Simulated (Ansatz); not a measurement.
# TaN (Fm-3m) in Ansatz: further runs, part 3 of 3

Ansatz 0.2.0. Earlier steps stand in the parts before.

## (4) Relaxation of cell and atoms, PBEsol+D4

input.yaml

```yaml
crystal:
  lattice:
    - [0.0, 2.211323, 2.211323]
    - [2.211323, 0.0, 2.211323]
    - [2.211323, 2.211323, 0.0]
  atoms:
    - { symbol: Ta, position: [0.5, 0.5, 0.5] }
    - { symbol: "N", position: [0.0, 0.0, 0.0] }
hamiltonian:
  xc: pbesol
  pseudopotentials: { kind: paw }
  dispersion: d4
kpoints:
  mp_grid: { grid: [10, 10, 10] }
scf:
  occupations: { method: fermi_dirac, width: 0.05 }
output:
  forces: true
  stress: true
relax:
  f_tol: 0.01
  max_steps: 40
  cell: { stress_tol: 0.05 }
```

Potentials or basis: Ansatz PAW.

On the command line:

```
$ ansatz run input.yaml --threads 2 --pin off --max-ram 5632MiB --backend cpu --events-out ev --progress --plain --runs-dir out
```

Output:

```text
Warning: RAYON_NUM_THREADS=2 ignored (pool sized by the plan → 2); use --threads N
Engine: ansatz 0.2.0, aarch64-unknown-linux-gnu
Pseudopotentials: kind: paw
Pseudopotential: Ta, paw, valence charge 13, recommended cutoff 420 eV (normal), Ta.paw.azcp
Pseudopotential: N, paw, valence charge 5, recommended cutoff 420 eV (normal), N.paw.azcp
Functional definition: PBEsol
  exchange = pbesol_x
  correlation = pbesol_c
Crystal: 2 atoms, lattice volume = 21.627 Å³
Basis set: ecut = 420 eV, 411 PW (Γ), exchange–correlation on 48×48×48 points (8 copies of the dense FFT grid, shifted against one another)
Bands: 13, of which v1, the nominal top of the filled ones, is band 9 counted from 1 (8 counted from 0)
Symmetry: 48 space group operations
Space group: Fm-3m (ITA 225), of the structure as read, at distance tolerance 2.8e-5 Å
k-points: 47 of 1000
Non-local potential: Ta, projectors of the file, l = 0: 3, l = 1: 2, l = 2: 2, l = 3: 1
Non-local potential: N, projectors of the file, l = 0: 2, l = 1: 2, l = 2: 1
PAW form: soft (Blöchl's): semilocal exchange-correlation on the pseudo side does not see the compensation charge
PAW frozen core: Ta, regenerated for the run's functional, and the local potential with it (the file was generated under x = pbe(κ = 0.804, μ = 0.2195149727645171), c = pbe(β = 0.06672455060314922))
PAW frozen core: N, regenerated for the run's functional, and the local potential with it (the file was generated under x = pbe(κ = 0.804, μ = 0.2195149727645171), c = pbe(β = 0.06672455060314922))
PAW one-centre angular grid: Ta, 590 points (default); XC on 64 Gauss nodes
PAW one-centre angular grid: N, 110 points (default); XC on 64 Gauss nodes
Initial density: superposition of atomic densities (neutral atoms: chi_scale 0, normalization atom), corrected by the library's trained network
Initial wavefunctions: pseudopotential atomic-orbital guess
Functional: x = pbesol(κ = 0.804, μ = 0.12345679012345678), c = pbesol(β = 0.046)
SCF iter   1: F=—  HF=-10187.420444 eV  |F-HF|=—  |Δ(HF+E_count)|=         —  Δρ=1.31e-2  dr2=3.78e-2  ethr=1.77e-3  ⟨swp⟩=6.0  Hψ=7290  notcnv=0  defer=6
automatic band count: the SCF goes on with 17 bands, as 13 were too few: the levels above may hold too much charge
preconditioner: auto → none  [metal: Δε(μ)=0.061 eV  Ē_g=15.257 eV  σ=0.050 eV  W_gap=0.29  n_scr=8 (ndim 8)  ℏωp=25.3 eV  f_vac=0.000  D(μ)=0.87/eV (n_scr^D=8)  sad-step TF]
SCF iter   2: F=—  HF=-10187.415027 eV  |F-HF|=—  |Δ(HF+E_count)|=   5.42e-3  Δρ=8.43e-3  dr2=1.71e-2  ethr=2.10e-4  ⟨swp⟩=1.1  Hψ=1181  notcnv=0  defer=31
SCF iter   3: F=—  HF=-10187.410961 eV  |F-HF|=—  |Δ(HF+E_count)|=   4.07e-3  Δρ=8.86e-4  dr2=1.52e-4  ethr=9.51e-5  ⟨swp⟩=2.3  Hψ=1085  notcnv=0  defer=31
SCF iter   4: F=—  HF=-10187.410901 eV  |F-HF|=—  |Δ(HF+E_count)|=   6.00e-5  Δρ=8.11e-5  dr2=1.56e-6  ethr=8.47e-7  ⟨swp⟩=2.4  Hψ=935  notcnv=0  defer=31
SCF iter   5: F=—  HF=-10187.410902 eV  |F-HF|=—  |Δ(HF+E_count)|=   6.53e-7  Δρ=1.62e-5  dr2=2.95e-8  ethr=8.67e-9  ⟨swp⟩=2.1  Hψ=1060  notcnv=0  defer=31
SCF iter   6: F=-10187.410902 eV  HF=-10187.410902 eV  |F-HF|=2.02e-10  |Δ(HF+E_count)|=   2.88e-9  Δρ=2.22e-6  dr2=2.29e-10  ethr=1.64e-10  ⟨swp⟩=2.1  Hψ=2296  notcnv=0
SCF 1 converged in 6 iterations: F = -10187.410902 eV  dr2 = 2.29e-10
relax step   1: F+E_penalty+E_count = -10187.41090171 eV  Δ(F+E_penalty+E_count) = +0.000e0 eV  max|allowed force component| = 1.834e-29 eV/Å  Δτ_max = 0.0000 Å  P = -13.531 GPa  Ω = 21.627 Å³  (6 SCF iters, dr2 threshold 1.00e-7 eV, accepted)
Crystal: 2 atoms, lattice volume = 20.378 Å³
Bands: 17, of which v1, the nominal top of the filled ones, is band 9 counted from 1 (8 counted from 0)
Initial density: handed on by an earlier stage of this run
Initial wavefunctions: those handed on with the density
iter 1 solved again at ethr=1.03e-4 eV; its pass at ethr=3.10e-3 eV (dr2=1.86e-2 eV) is discarded
[... 62 lines left out ...]
iter 4 did not close the SCF: its close was put off for the readings that it lacked (scf_convergence_deferred on its scf_iter line)
SCF iter   4: F=-10187.448681 eV  HF=-10187.448681 eV  |F-HF|=5.82e-11  |Δ(HF+E_count)|=   1.88e-9  Δρ=7.84e-7  dr2=1.01e-10  ethr=3.76e-11  ⟨swp⟩=1.7  Hψ=890  notcnv=0
iter 5 did not close the SCF: its close was put off for the readings that it lacked (scf_convergence_deferred on its scf_iter line)
SCF iter   5: F=-10187.448681 eV  HF=-10187.448681 eV  |F-HF|=0.00e0  |Δ(HF+E_count)|=  4.18e-11  Δρ=1.80e-7  dr2=3.81e-12  ethr=1.00e-12  ⟨swp⟩=2.1  Hψ=1148  notcnv=0
SCF iter   6: F=-10187.448681 eV  HF=-10187.448681 eV  |F-HF|=1.82e-12  |Δ(HF+E_count)|=  5.46e-12  Δρ=3.35e-8  dr2=1.56e-13  ethr=1.00e-12  ⟨swp⟩=1.0  Hψ=1786  notcnv=0
SCF 6 converged in 6 iterations: F = -10187.448681 eV  dr2 = 1.56e-13
relax step   6: F+E_penalty+E_count = -10187.44868086 eV  Δ(F+E_penalty+E_count) = -4.282e-5 eV  max|allowed force component| = 1.081e-29 eV/Å  Δτ_max = 0.0000 Å  P = +0.000 GPa  Ω = 20.764 Å³  energy of the carried Pulay correction = +3.613e-5 eV  (6 SCF iters, dr2 threshold 9.45e-8 eV, accepted)
iter 1 solved again at ethr=2.11e-8 eV; its pass at ethr=3.10e-3 eV (dr2=3.79e-6 eV) is discarded
SCF iter   1: F=—  HF=-10187.448608 eV  |F-HF|=—  |Δ(HF+E_count)|=         —  Δρ=6.20e-6  dr2=1.23e-9  ethr=2.11e-8  ⟨swp⟩=3.2  Hψ=6162  notcnv=0
SCF iter   2: F=—  HF=-10187.448610 eV  |F-HF|=—  |Δ(HF+E_count)|=   2.01e-6  Δρ=2.97e-6  dr2=2.28e-10  ethr=6.86e-12  ⟨swp⟩=2.7  Hψ=1268  notcnv=0
iter 3 did not close the SCF: its close was put off for the readings that it lacked (scf_convergence_deferred on its scf_iter line)
SCF iter   3: F=-10187.448610 eV  HF=-10187.448610 eV  |F-HF|=1.82e-12  |Δ(HF+E_count)|=  3.35e-10  Δρ=2.90e-7  dr2=4.50e-12  ethr=1.27e-12  ⟨swp⟩=2.1  Hψ=1029  notcnv=0
iter 4 did not close the SCF: its close was put off for the readings that it lacked (scf_convergence_deferred on its scf_iter line)
SCF iter   4: F=-10187.448610 eV  HF=-10187.448610 eV  |F-HF|=3.64e-12  |Δ(HF+E_count)|=  1.82e-12  Δρ=5.48e-8  dr2=1.25e-13  ethr=1.00e-12  ⟨swp⟩=1.0  Hψ=799  notcnv=0
iter 5 did not close the SCF: its close was put off for the readings that it lacked (scf_convergence_deferred on its scf_iter line)
SCF iter   5: F=-10187.448610 eV  HF=-10187.448610 eV  |F-HF|=5.46e-12  |Δ(HF+E_count)|=  1.82e-12  Δρ=4.09e-9  dr2=1.90e-15  ethr=1.00e-12  ⟨swp⟩=1.0  Hψ=799  notcnv=0
iter 6 did not close the SCF: its close was put off for the readings that it lacked (scf_convergence_deferred on its scf_iter line)
SCF iter   6: F=-10187.448610 eV  HF=-10187.448610 eV  |F-HF|=5.46e-12  |Δ(HF+E_count)|=  1.82e-12  Δρ=9.80e-10  dr2=1.60e-16  ethr=1.00e-12  ⟨swp⟩=1.0  Hψ=799  notcnv=0
SCF iter   7: F=-10187.448610 eV  HF=-10187.448610 eV  |F-HF|=9.09e-12  |Δ(HF+E_count)|=  1.09e-11  Δρ=8.94e-11  dr2=9.52e-19  ethr=1.00e-12  ⟨swp⟩=2.0  Hψ=1972  notcnv=0
SCF 7 converged in 7 iterations: F = -10187.448610 eV  dr2 = 9.52e-19
relax step   7: F+E_penalty+E_count = -10187.44861009 eV  Δ(F+E_penalty+E_count) = +7.077e-5 eV  max|allowed force component| = 1.085e-29 eV/Å  Δτ_max = 0.0000 Å  P = -0.002 GPa  Ω = 20.764 Å³  stress off target by 1.78e-3 GPa  SCF on the basis re-selected at this cell (its energy is not comparable with the rows above)  (7 SCF iters)
basis re-selected at this cell: Δ(F+E_penalty+E_count) = +7.077e-5 eV, ΔP = -0.002 GPa vs the last step (what re-selecting the basis moved, of the pressure what is left beyond the Pulay correction that the steps carried, after the strain that the cell walked since its last selection, with what the two solves' SCF thresholds leave and, on support functions, any second-order correction that the steps lacked; it is no measure of the basis error at this ecutwfc). This SCF's stress stands 1.78e-3 GPa from its target on what of the cell is left free (relax.cell.stress_tol is 5.00e-2 GPa) and its largest allowed force component is 1.08e-29 eV/Å (relax.f_tol is 1.00e-2 eV/Å): within both
SCF converged after 7 iterations
Free energy (F): -10187.448610 eV
Harris-Foulkes:  -10187.448610 eV  (|F-HF|=9.09e-12)
Internal energy: -10187.442915 eV  (E = F + TS)
E sigma→0 (E₀):  -10187.445763 eV
Entropy (-TS):   -0.005695 eV (-2.847 meV/atom)
Fermi energy:    22.116222 eV
--- Per-component energies (eV) ---
  E_band       = -37.585920
  E_kinetic    = 502.261212
  E_local      = -568.556021  (includes V_loc(G=0)·N_el)
  E_nonlocal   = 63.090505
  E_hartree    = 191.778791
  E_xc         = -278.634962
  E_vxc        = -282.653718  (∫ρ·V_xc dr)
  E_paw        = -8395.699248  (= ΣΔE_a)
  E_vpaw       = -135.285718  (= ΣTr[D̂ρ^β])
  E_aug_tail   = 0.000237  (compensation charges beyond the density's cutoff)
  E_ewald      = -1701.549594
  E_disp       = -0.375581  (pairwise vdW)
  E_core_change = 0.241745  (= ΣΔE_core)
  E_smearing   = -0.005695  (= −TS)
  E_closure    = 0.000000  (closes the sum)
  Σ components = -10187.448610   (vs F -10187.448610, Δ=0.00e0)
--- Forces (eV/Å), atoms counted from 1 ---
  atom   1  Ta     0.00000000     0.00000000     0.00000000
  atom   2  N     -0.00000000     0.00000000     0.00000000
  max |Σ_I F_I| component: 2.04e-29 eV/Å
--- Stress (GPa, compression-positive) ---
       -0.001775      -0.000000      -0.000000
       -0.000000      -0.001775       0.000000
       -0.000000       0.000000      -0.001775
  P = ⅓ Tr σ = -0.0018 GPa (-0.018 kbar)
--- Relaxed structure (5 steps of the walk, 5 accepted, 2 SCFs on fresh bases) ---
  F+E_penalty+E_count = -10187.44861009 eV   max|allowed force component| = 1.085e-29 eV/Å   (the final SCF, on the basis selected at the relaxed cell)
  cell:  # Å, volume = 20.7640 Å³
    - [-8.148614493232245e-34, 2.1815239981843413, 2.1815239981843413]
    - [2.1815239981843413, 1.0572896968258351e-33, 2.1815239981843413]
    - [2.1815239981843413, 2.1815239981843413, 1.0576877727659049e-33]
  atoms:
    - { symbol: Ta, position: [0.5, 0.5, 0.5] }
    - { symbol: N, position: [-1.6783742117219307e-35, 5.896990473584146e-36, 2.041265933176224e-35] }
```

Wall time 6 s (2 threads of Arm Neoverse V1, shared host); peak memory 0.3 GiB.

What came out:

* Free energy: -10187.4486 eV
* Relaxed volume: 10.38 Å³/atom
* Relaxed cell: a = 3.085 Å, b = 3.085 Å, c = 3.085 Å, α = 60.00°, β = 60.00°, γ = 60.00°
* Space group after relaxing (to 0.05 Å): Fm-3m (No. 225)
* Energy gained by relaxing: 18.9 meV/atom
* Ionic steps: 7
* Pressure after relaxing: 0.0 GPa

The path:
```
step  energy change (eV)  largest force (eV/Å)  volume (Å³)
   1              0.0000                0.0000        21.63
   2             -0.0324                0.0000        20.38
   3             -0.0399                0.0000        20.80
   4             -0.0400                0.0000        20.77
   5             -0.0377                0.0000        20.77
   6             -0.0378                0.0000        20.76
   7             -0.0377                0.0000        20.76
```

Final structure:
```
Ta N
1.0
     0.00000    2.18152    2.18152
     2.18152    0.00000    2.18152
     2.18152    2.18152    0.00000
Ta N
1 1
Direct
  0.50000 0.50000 0.50000
  0.00000 0.00000 0.00000
```

Caveat: the plane-wave basis is chosen anew once the cell has moved, so the energies of steps on either side of that aren't comparable; the pressure holds a Pulay correction of +0.5 GPa for the finite cutoff; the PAW data sets come from PBE, with cores solved anew for the run's functional, which leaves a small shift of forces and pressure. Spin-orbit coupling is left out, which matters for the levels of Ta.

## (5) Overview

| level | pressure (GPa) | relaxed volume (Å³/atom) |
| --- | --- | --- |
| PBE+D4 | 0.0 | 10.60 |
| PBEsol+D3(BJ) | 0.0 | 10.26 |
| PBEsol+D4 | 0.0 | 10.38 |

Alike in all rows: task relaxation of cell and atoms; potentials or basis Ansatz PAW; no spin polarisation; cell relaxed; k mesh 10 × 10 × 10; cutoff (eV) 420; smearing fermi-dirac 0.05 eV.

Caveats: the plane-wave basis is chosen anew once the cell has moved, so the energies of steps on either side of that aren't comparable; the PAW data sets come from PBE, with cores solved anew for the run's functional, which leaves a small shift of forces and pressure (some runs); pairwise dispersion overbinds metals, which lowers pressure and volume (some runs).

Absolute energies hang on the potentials; compare differences alone.
